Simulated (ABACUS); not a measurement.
Runs of ABACUS 3.10.1 on ZrS2. The structure is trigonal, space group P-3m1 (No. 164). The conventional cell has a = 3.691 Å, b = 3.691 Å, c = 6.041 Å, α = 90.00°, β = 90.00°, γ = 120.00°. Zr (site symmetry -3m) has 6 S at 2.57 Å as nearest neighbours. S (site symmetry 3m) is surrounded by 3 Zr at 2.57 Å. The cell is a database's computed one.

```tsv
task	level	potentials or basis	cell	k mesh	cutoff (eV)	mesh quality	gap on the mesh (eV)	pressure (GPa)	V0 of scaled cells (Å³/atom)	B0 (GPa)	largest force (eV/Å)
single point	PBEsol	PseudoDojo NC SR 0.4.1 PBEsol standard, plane waves	as given	8 × 8 × 5	898	not flagged	(b)	-2.5	-	-	0.14
single point	PBEsol	PseudoDojo NC SR 0.4.1 PBEsol standard, plane waves	atoms moved at random, drawn with an rms of 0.05 Å	8 × 8 × 5	898	not flagged	0.87	-4.3	-	-	0.60
equation of state	PBEsol	PseudoDojo NC SR 0.4.1 PBEsol standard, plane waves	as given	8 × 8 × 5	898	not flagged	-	-	23.11	94	-
equation of state	r2SCAN	SG15 ONCV 1.2 PBE, plane waves	as given	5 × 5 × 3	1034	coarse	-	-	(a)	92	-
```

Alike in all rows: no spin polarisation; smearing fermi-dirac 0.05 eV.

Problem. Estimate the missing entries.

Solution. (a) 23.78; (b) 0.98.

Caveats: some runs use coarse meshes; an odd mesh through Γ misses points on the zone boundary, where band edges often lie (some runs); this functional lacks dispersion, which binds the layers, so the pressure and a relaxed spacing across them are unreliable (some runs); the cell was scaled at fixed shape and fractional positions, which overstates the stiffness of a crystal with free parameters, most of all of layers and chains (some runs); the potentials were made for another functional, which shifts forces and pressure (some runs).

A k mesh can miss the band edges, and the runs leave out spin-orbit coupling on Zr.
